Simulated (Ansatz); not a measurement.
Cell and atoms are relaxed with the symmetry kept. Start:

Space group Pmmn:1 (No. 59). a = 3.027 Å, b = 3.273 Å, c = 4.698 Å, α = 90.00°, β = 90.00°, γ = 90.00°
```tsv
atom	site	symmetry	x	y	z
Si	2a	mm2	0.5000	0.5000	0.8423
Ni	2a	mm2	0.5000	0.5000	0.3442
```

The calculation used DFT r2SCAN, scalar-relativistic, plane waves, PAW (Ansatz).

Cutoff 500 eV; k points 14×12×10 on the computed 4-atom cell (Γ-centred); Gaussian smearing, width 0.10 eV; no spin polarisation.

Q: What does it relax to?

A: The volume drops by 0.31 Å³/atom to 11.33 Å³/atom, and the energy falls by 4.9 meV/atom. Final structure:
```cif
data_structure
_symmetry_space_group_name_H-M 'Pmmn:1'
_symmetry_Int_Tables_number 59
_cell_length_a 2.9863
_cell_length_b 3.2508
_cell_length_c 4.6677
_cell_angle_alpha 90.000
_cell_angle_beta 90.000
_cell_angle_gamma 90.000
_cell_volume 45.31
loop_
_atom_site_label
_atom_site_type_symbol
_atom_site_symmetry_multiplicity
_atom_site_Wyckoff_symbol
_atom_site_fract_x
_atom_site_fract_y
_atom_site_fract_z
_atom_site_occupancy
Si1 Si 2 a 0.50000 0.50000 0.84365 1
Ni1 Ni 2 a 0.50000 0.50000 0.34321 1
```

This form isn't the usual stable structure of the compound.

Cost: 1 run of about 6.8 core-minutes, on Arm Neoverse V1 (shared hosts).